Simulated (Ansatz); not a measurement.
An input for Ansatz 0.2.0 (Os):

Contents of input.yaml:

```yaml
crystal:
  lattice:
    - [2.7341, 0.0, 0.0]
    - [-1.36705, 2.3678000565, 0.0]
    - [0.0, 0.0, 4.3197]
  atoms:
    - { symbol: Os, position: [0.6666666667, 0.3333333333, 0.75] }
    - { symbol: Os, position: [0.3333333333, 0.6666666667, 0.25] }
hamiltonian:
  xc: lc_wpbe
  pseudopotentials: { kind: paw }
kpoints:
  mp_grid: { grid: [6, 6, 4] }
  band_path:
    path:
      - [[0.0, 0.0, 0.0], [0.5, 0.0, 0.0], [0.3333333333, 0.3333333333, 0.0], [0.0, 0.0, 0.0], [0.0, 0.0, 0.5], [0.5, 0.0, 0.5], [0.3333333333, 0.3333333333, 0.5], [0.0, 0.0, 0.5]]
      - [[0.5, 0.0, 0.5], [0.5, 0.0, 0.0]]
      - [[0.3333333333, 0.3333333333, 0.0], [0.3333333333, 0.3333333333, 0.5]]
    npoints: 4
scf:
  occupations: { method: fermi_dirac, width: 0.05 }
  n_extra_bands: 6
output:
  forces: true
  stress: true
  eigenvalues: true
  fatbands: false
```

Potentials or basis: Ansatz PAW.

Command:

```bash
$ ansatz run input.yaml --threads 2 --pin off --max-ram 5632MiB --backend cpu --events-out ev --progress --plain --runs-dir out
```

Task: What does the program do with it?

Result: The run stopped without a result. It printed:

Output:

```text
Error: kpoints.band_path / output.eigenstates.kpoints / output.eigenstates.nscf_kmesh / output.wannier / output.states_by_energy / output.dos.nscf_kmesh / output.optics.nscf_kmesh / output.boltztrap / output.local_orbitals.kmesh / output.polarization (unless states: scf) / output.orbitals (by a pass of its own) / gw: / phonons.commensurate_couplings.mesh / output.given_orbital_levels with hamiltonian.xc: <exact exchange of several ranges> with hamiltonian.xc: <exact exchange that reaches to infinity> — behind a hybrid SCF this pass is solved under, or applies, the exchange operator itself, at k-points off the SCF's mesh, which is served of several ranges of exact exchange only where none reaches to infinity: one that does (lc_wpbe's) diverges towards zero momentum transfer, and no level off the mesh has been held to a reference under several; use a hybrid whose last range ends, as hiss, or one of one range, or do without the pass
```
